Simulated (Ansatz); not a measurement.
# Cs2AgBiBr6 (Fm-3m) in Ansatz: relaxation of cell and atoms with PBEsol

Aim: the relaxation of cell and atoms of Cs2AgBiBr6 with PBEsol.

All numbers are computed with Ansatz 0.2.0; they aren't measurements. Logs are shortened: lines on timing, memory, paths and dates and some standing lists are left out, and cuts for length are marked.

### Step 1. The structure

The structure is cubic, space group Fm-3m (No. 225). The conventional cell has a = 11.232 Å, b = 11.232 Å, c = 11.232 Å, α = 90.00°, β = 90.00°, γ = 90.00°. Bi (site symmetry m-3m) has 6 Br at 2.81 Å as nearest neighbours. Cs (site symmetry -43m) is surrounded by 12 Br at 3.97 Å. Around Ag (site symmetry m-3m) lie 6 Br at 2.80 Å. Br (site symmetry 4mm) has 1 Ag at 2.80 Å and 1 Bi at 2.81 Å as nearest neighbours.

### Step 2. Relaxation of cell and atoms, PBEsol

File input.yaml:

```yaml
crystal:
  lattice:
    - [0.0, 5.6161, 5.6161]
    - [5.6161, 0.0, 5.6161]
    - [5.6161, 5.6161, 0.0]
  atoms:
    - { symbol: Bi, position: [0.0, 0.0, 0.0] }
    - { symbol: Cs, position: [0.75, 0.75, 0.75] }
    - { symbol: Cs, position: [0.25, 0.25, 0.25] }
    - { symbol: Ag, position: [0.5, 0.5, 0.5] }
    - { symbol: Br, position: [0.74945, 0.74945, 0.25055] }
    - { symbol: Br, position: [0.25055, 0.25055, 0.74945] }
    - { symbol: Br, position: [0.74945, 0.25055, 0.25055] }
    - { symbol: Br, position: [0.74945, 0.25055, 0.74945] }
    - { symbol: Br, position: [0.25055, 0.74945, 0.74945] }
    - { symbol: Br, position: [0.25055, 0.74945, 0.25055] }
hamiltonian:
  xc: pbesol
  pseudopotentials: { kind: paw }
kpoints:
  mp_grid: { grid: [4, 4, 4] }
scf:
  occupations: { method: fermi_dirac, width: 0.05 }
output:
  forces: true
  stress: true
  eigenvalues: true
relax:
  f_tol: 0.01
  max_steps: 40
  cell: { stress_tol: 0.05 }
```

Potentials or basis: Ansatz PAW.

On the command line:

```console
$ ansatz run input.yaml --threads 4 --pin off --max-ram 11264MiB --backend cpu --events-out ev --progress --plain --runs-dir out
```

The program printed:

```text
Warning: RAYON_NUM_THREADS=4 ignored (pool sized by the plan → 4); use --threads N
Engine: ansatz 0.2.0, aarch64-unknown-linux-gnu
Pseudopotentials: kind: paw
Pseudopotential: Bi, paw, valence charge 15, recommended cutoff 420 eV (normal), Bi.paw.azcp
Pseudopotential: Cs, paw, valence charge 9, recommended cutoff 420 eV (normal), Cs.paw.azcp
Pseudopotential: Ag, paw, valence charge 19, recommended cutoff 420 eV (normal), Ag.paw.azcp
Pseudopotential: Br, paw, valence charge 7, recommended cutoff 420 eV (normal), Br.paw.azcp
Functional definition: PBEsol
  exchange = pbesol_x
  correlation = pbesol_c
Crystal: 10 atoms, lattice volume = 354.270 Å³
Basis set: ecut = 420 eV, 6879 PW (Γ), exchange–correlation on 108×108×108 points (8 copies of the dense FFT grid, shifted against one another)
Bands: 57, of which v1, the nominal top of the filled ones, is band 47 counted from 1 (46 counted from 0)
Symmetry: 48 space group operations
Space group: Fm-3m (ITA 225), of the structure as read, at distance tolerance 7.1e-5 Å
k-points: 8 of 64
Non-local potential: Bi, projectors of the file, l = 0: 2, l = 1: 2, l = 2: 2, l = 3: 2
Non-local potential: Cs, projectors of the file, l = 0: 3, l = 1: 2, l = 2: 2, l = 3: 2
Non-local potential: Ag, projectors of the file, l = 0: 3, l = 1: 2, l = 2: 2, l = 3: 1
Non-local potential: Br, projectors of the file, l = 0: 2, l = 1: 2, l = 2: 2
PAW form: soft (Blöchl's): semilocal exchange-correlation on the pseudo side does not see the compensation charge
PAW frozen core: Bi, regenerated for the run's functional, and the local potential with it (the file was generated under x = pbe(κ = 0.804, μ = 0.2195149727645171), c = pbe(β = 0.06672455060314922))
PAW frozen core: Cs, regenerated for the run's functional, and the local potential with it (the file was generated under x = pbe(κ = 0.804, μ = 0.2195149727645171), c = pbe(β = 0.06672455060314922))
PAW frozen core: Ag, regenerated for the run's functional, and the local potential with it (the file was generated under x = pbe(κ = 0.804, μ = 0.2195149727645171), c = pbe(β = 0.06672455060314922))
PAW frozen core: Br, regenerated for the run's functional, and the local potential with it (the file was generated under x = pbe(κ = 0.804, μ = 0.2195149727645171), c = pbe(β = 0.06672455060314922))
PAW one-centre angular grid: Bi, 590 points (default); XC on 64 Gauss nodes
PAW one-centre angular grid: Cs, 194 points (default); XC on 64 Gauss nodes
PAW one-centre angular grid: Ag, 590 points (default); XC on 64 Gauss nodes
PAW one-centre angular grid: Br, 110 points (default); XC on 64 Gauss nodes
Initial density: superposition of atomic densities (neutral atoms: chi_scale 0, normalization atom), corrected by the library's trained network
Initial wavefunctions: pseudopotential atomic-orbital guess
Functional: x = pbesol(κ = 0.804, μ = 0.12345679012345678), c = pbesol(β = 0.046)
SCF iter   1: F=—  HF=-47365.879684 eV  |F-HF|=—  |Δ(HF+E_count)|=         —  Δρ=3.15e-3  dr2=4.43e-2  ethr=1.77e-3  ⟨swp⟩=11.1  Hψ=2330  notcnv=0  defer=6
preconditioner: auto → Resta (q_TF=auto, 2.187 Å⁻¹)  ε∞=3.7  [insulator: Δε(μ)=1.093 eV  Ē_g=10.105 eV  σ=0.050 eV  W_gap=1.00  n_scr=58 (ndim 8)  ℏωp=16.7 eV  f_vac=0.040  D(μ)=0.00/eV (n_scr^D=0)  ε∞_Penn≈3.7]
SCF iter   2: F=—  HF=-47365.875575 eV  |F-HF|=—  |Δ(HF+E_count)|=   4.11e-3  Δρ=1.23e-3  dr2=7.07e-3  ethr=4.71e-5  ⟨swp⟩=2.2  Hψ=931  notcnv=0  defer=15
[... 47 lines left out ...]
preconditioner: auto → Resta (q_TF=auto, 2.191 Å⁻¹)  ε∞=3.8  [insulator: Δε(μ)=1.095 eV  Ē_g=10.151 eV  σ=0.050 eV  W_gap=1.00  n_scr=58 (ndim 8)  ℏωp=16.8 eV  f_vac=0.033  D(μ)=0.00/eV (n_scr^D=0)  ε∞_Penn≈3.8]
SCF iter   2: F=—  HF=-47365.909702 eV  |F-HF|=—  |Δ(HF+E_count)|=   9.47e-5  Δρ=5.06e-6  dr2=1.82e-8  ethr=6.45e-11  ⟨swp⟩=4.0  Hψ=1375  notcnv=0
SCF iter   3: F=—  HF=-47365.909702 eV  |F-HF|=—  |Δ(HF+E_count)|=   2.60e-8  Δρ=1.51e-6  dr2=2.60e-9  ethr=1.94e-11  ⟨swp⟩=2.0  Hψ=800  notcnv=0
SCF iter   4: F=—  HF=-47365.909702 eV  |F-HF|=—  |Δ(HF+E_count)|=   1.36e-9  Δρ=2.68e-7  dr2=1.57e-10  ethr=2.77e-12  ⟨swp⟩=2.0  Hψ=832  notcnv=0
SCF iter   5: F=-47365.909702 eV  HF=-47365.909702 eV  |F-HF|=7.28e-12  |Δ(HF+E_count)|=  2.18e-11  Δρ=7.44e-8  dr2=1.53e-11  ethr=1.00e-12  ⟨swp⟩=8.5  Hψ=1925  notcnv=0
SCF 5 converged in 5 iterations: F = -47365.909702 eV  dr2 = 1.53e-11
relax step   5: F+E_penalty+E_count = -47365.90970169 eV  Δ(F+E_penalty+E_count) = +3.749e-4 eV  max|allowed force component| = 3.435e-4 eV/Å  Δτ_max = 0.0000 Å  P = +0.003 GPa  Ω = 350.046 Å³  stress off target by 2.79e-3 GPa  SCF on the basis re-selected at this cell (its energy is not comparable with the rows above)  (5 SCF iters)
basis re-selected at this cell: Δ(F+E_penalty+E_count) = +3.749e-4 eV, ΔP = +0.001 GPa vs the last step (what re-selecting the basis moved, of the pressure what is left beyond the Pulay correction that the steps carried, after the strain that the cell walked since its last selection, with what the two solves' SCF thresholds leave and, on support functions, any second-order correction that the steps lacked; it is no measure of the basis error at this ecutwfc). This SCF's stress stands 2.79e-3 GPa from its target on what of the cell is left free (relax.cell.stress_tol is 5.00e-2 GPa) and its largest allowed force component is 3.43e-4 eV/Å (relax.f_tol is 1.00e-2 eV/Å): within both
SCF converged after 5 iterations
Free energy (F): -47365.909702 eV
Harris-Foulkes:  -47365.909702 eV  (|F-HF|=7.28e-12)
Internal energy: -47365.909699 eV  (E = F + TS)
E sigma→0 (E₀):  -47365.909700 eV
Entropy (-TS):   -0.000003 eV (-0.000 meV/atom)
Fermi energy:    5.029796 eV
--- Per-component energies (eV) ---
  E_band       = -799.730845
  E_kinetic    = 1914.296515
  E_local      = -8303.442363  (includes V_loc(G=0)·N_el)
  E_nonlocal   = 1136.277016
  E_hartree    = 3261.317591
  E_xc         = -2248.572396
  E_vxc        = -1253.660138  (∫ρ·V_xc dr)
  E_paw        = -37530.616592  (= ΣΔE_a)
  E_vpaw       = -815.836823  (= ΣTr[D̂ρ^β])
  E_aug_tail   = -0.000160  (compensation charges beyond the density's cutoff)
  E_ewald      = -5596.423743
  E_core_change = 1.254433  (= ΣΔE_core)
  E_smearing   = -0.000003  (= −TS)
  E_closure    = -0.000000  (closes the sum)
  Σ components = -47365.909702   (vs F -47365.909702, Δ=0.00e0)
--- Forces (eV/Å), atoms counted from 1 ---
  atom   1  Bi     0.00000000     0.00000000     0.00000000
  atom   2  Cs     0.00000000     0.00000000     0.00000000
  atom   3  Cs    -0.00000000    -0.00000000    -0.00000000
  atom   4  Ag     0.00000000     0.00000000    -0.00000000
  atom   5  Br    -0.00000000    -0.00000000    -0.00034349
  atom   6  Br     0.00000000     0.00000000     0.00034349
  atom   7  Br     0.00034349     0.00000000     0.00000000
  atom   8  Br    -0.00000000    -0.00034349    -0.00000000
  atom   9  Br    -0.00034349    -0.00000000    -0.00000000
  atom  10  Br    -0.00000000     0.00034349     0.00000000
  max |Σ_I F_I| component: 2.54e-17 eV/Å
--- Stress (GPa, compression-positive) ---
        0.002787       0.000000      -0.000000
        0.000000       0.002787      -0.000000
       -0.000000      -0.000000       0.002787
  P = ⅓ Tr σ = 0.0028 GPa (0.028 kbar)
--- Band table (eV; the first three rows and the last of 8) ---
  k-point 0: bands = ["-85.9060", "-49.4516", "-49.4516", "-49.4516", "-18.6236", "-18.6236", "-18.5833", "-18.5833", "-18.5833", "-16.2982", "-16.2911", "-10.4363", "-9.7980", "-9.7980", "-9.7980", "-9.5940", "-9.5940", "-6.0830", "-3.1946", "-3.1946", "-3.1946", "-3.1228", "-3.1228", "-3.1228", "0.0906", "0.0906", "0.0906", "0.4598", "0.4598", "0.9811", "0.9811", "0.9811", "1.2017", "2.3376", "2.3376", "2.3376", "2.5853", "2.5853", "2.5853", "2.8010", "2.8010", "2.8010", "3.2254", "3.2254", "3.2254", "3.8509", "3.8509", "6.5400", "6.5400", "6.5400", "7.9325", "8.8294", "8.8294", "9.4918", "9.6259", "9.7152", "9.7152"]
  k-point 1: bands = ["-85.9060", "-49.4516", "-49.4516", "-49.4516", "-18.6236", "-18.6236", "-18.5833", "-18.5833", "-18.5833", "-16.2970", "-16.2919", "-10.3830", "-9.8838", "-9.7784", "-9.7784", "-9.6167", "-9.6167", "-6.0143", "-3.1722", "-3.1722", "-3.1423", "-3.1204", "-3.1204", "-3.0927", "-0.3499", "-0.1110", "-0.1110", "0.9050", "0.9050", "0.9695", "1.0218", "1.0218", "1.5880", "2.1991", "2.1991", "2.2474", "2.5906", "2.5906", "2.6691", "2.8143", "2.8143", "2.8146", "2.9139", "2.9139", "3.1202", "3.4216", "3.4216", "6.0628", "7.2827", "7.2827", "8.5060", "9.1885", "9.1885", "9.4778", "9.9262", "10.0279", "10.0279"]
  k-point 2: bands = ["-85.9060", "-49.4516", "-49.4516", "-49.4516", "-18.6236", "-18.6236", "-18.5833", "-18.5833", "-18.5833", "-16.2943", "-16.2943", "-10.3043", "-9.9940", "-9.7508", "-9.7508", "-9.6475", "-9.6475", "-5.9449", "-3.1356", "-3.1356", "-3.1319", "-3.1319", "-3.0756", "-3.0753", "-0.6403", "-0.2125", "-0.2125", "0.9801", "1.0495", "1.0495", "1.5316", "1.5316", "1.5484", "2.1000", "2.1000", "2.1066", "2.1066", "2.3665", "2.6169", "2.6169", "2.8781", "2.8902", "2.8960", "2.8960", "2.9467", "3.2163", "3.2163", "5.5785", "8.0076", "8.0076", "9.2802", "9.3952", "9.7682", "9.7682", "9.9398", "9.9398", "10.6024"]
  k-point 7: bands = ["-85.9060", "-49.4516", "-49.4516", "-49.4516", "-18.6236", "-18.6236", "-18.5833", "-18.5833", "-18.5833", "-16.2941", "-16.2941", "-10.2816", "-9.9254", "-9.8050", "-9.8050", "-9.6730", "-9.6270", "-5.9299", "-3.1118", "-3.1118", "-3.1071", "-3.1070", "-3.0804", "-3.0796", "-0.3875", "0.2449", "0.2449", "0.4124", "0.6559", "0.9756", "0.9756", "1.1021", "1.7095", "1.9235", "1.9235", "2.1234", "2.2920", "2.2920", "2.3385", "2.6668", "2.6668", "2.7409", "2.8464", "2.9570", "2.9570", "3.1964", "4.3826", "7.0075", "7.2703", "7.2703", "9.8186", "10.1270", "10.1270", "10.2235", "10.3730", "10.3757", "10.3757"]
--- Relaxed structure (4 steps of the walk, 4 accepted, 1 SCFs on fresh bases) ---
  F+E_penalty+E_count = -47365.90970169 eV   max|allowed force component| = 3.435e-4 eV/Å   (the final SCF, on the basis selected at the relaxed cell)
  cell:  # Å, volume = 350.0457 Å³
    - [3.184607520559737e-35, 5.593688232150871, 5.593688232150871]
    - [5.593688232150871, 2.7268201894792804e-34, 5.593688232150871]
    - [5.593688232150871, 5.593688232150871, 6.739425665384558e-34]
  atoms:
    - { symbol: Bi, position: [-1.0617887766724846e-19, -1.2548412815219995e-19, -3.861050096989948e-21] }
    - { symbol: Cs, position: [0.7500000000000002, 0.7500000000000002, 0.7500000000000002] }
    - { symbol: Cs, position: [0.25, 0.25, 0.25] }
    - { symbol: Ag, position: [0.5, 0.5, 0.5] }
    - { symbol: Br, position: [0.7460856945680908, 0.7460856945680908, 0.25391430543190907] }
    - { symbol: Br, position: [0.2539143054319094, 0.2539143054319094, 0.7460856945680905] }
    - { symbol: Br, position: [0.7460856945680905, 0.2539143054319094, 0.25391430543190935] }
    - { symbol: Br, position: [0.7460856945680908, 0.25391430543190907, 0.7460856945680907] }
    - { symbol: Br, position: [0.25391430543190907, 0.7460856945680908, 0.7460856945680907] }
    - { symbol: Br, position: [0.2539143054319094, 0.7460856945680905, 0.25391430543190935] }
```

Run time: 21 s. Hardware: 4 threads of Arm Neoverse V1, shared host; peak memory 0.95 GiB.

What came out:

- Free energy: -47365.9097 eV
- Relaxed volume: 35.00 Å³/atom
- Relaxed cell: a = 7.911 Å, b = 7.911 Å, c = 7.911 Å, α = 60.00°, β = 60.00°, γ = 60.00°
- Space group after relaxing (to 0.05 Å): Fm-3m (No. 225)
- Energy gained by relaxing: 3.5 meV/atom
- Ionic steps: 5
- Pressure after relaxing: 0.0 GPa
- Band gap on the k mesh: 1.09 eV, indirect (least direct gap 2.33 eV)

Step by step:
```csv
step,energy change (eV),largest force (eV/Å),volume (Å³)
1,0.0000,0.3019,354.27
2,-0.0302,0.0515,354.15
3,-0.0347,0.0046,351.53
4,-0.0353,0.0003,350.05
5,-0.0349,0.0003,350.05
```

Final structure:
```
Bi Cs Ag Br
1.0
     0.00000    5.59369    5.59369
     5.59369    0.00000    5.59369
     5.59369    5.59369    0.00000
Bi Cs Ag Br
1 2 1 6
Cartesian
  0.0000 0.0000 0.0000
  8.3905 8.3905 8.3905
  2.7968 2.7968 2.7968
  5.5937 5.5937 5.5937
  5.5937 5.5937 8.3467
  5.5937 5.5937 2.8406
  2.8406 5.5937 5.5937
  5.5937 8.3467 5.5937
  8.3467 5.5937 5.5937
  5.5937 2.8406 5.5937
```

Levels at points of the mesh, in eV from the valence-band top:
```
             k point  band 44  band 45  band 46  band 47  band 48  band 49  band 50  band 51
  (0.00, 0.00, 0.00)    -1.26    -1.26    -0.63    -0.63     2.06     2.06     2.06     3.45
 (0.00, 0.00, -0.50)    -1.59    -1.54    -1.27    -1.27     1.09     3.52     3.52     4.80
(0.00, -0.50, -0.50)    -1.63    -1.28    -0.64     0.00     2.58     2.58     2.95     4.47
```

Caveat: the plane-wave basis is chosen anew once the cell has moved, so the energies of steps on either side of that aren't comparable; spin-orbit coupling is left out, which as a rule narrows the gap of such compounds by several tenths of an eV; the PAW data sets come from PBE, with cores solved anew for the run's functional, which leaves a small shift of forces and pressure.

### Step 3. The reference run

An earlier run on the cell as given: functional PBEsol; potentials or basis Ansatz PAW; cutoff 420 eV (not typed: the program's choice for these potentials); k mesh 4 × 4 × 4; occupations fermi-dirac, width 0.05 eV; no spin polarisation.

* Pressure: 0.0 GPa
* Largest force: 0.302 eV/Å
* Band gap on the k mesh: 1.17 eV, indirect (least direct gap 2.39 eV)
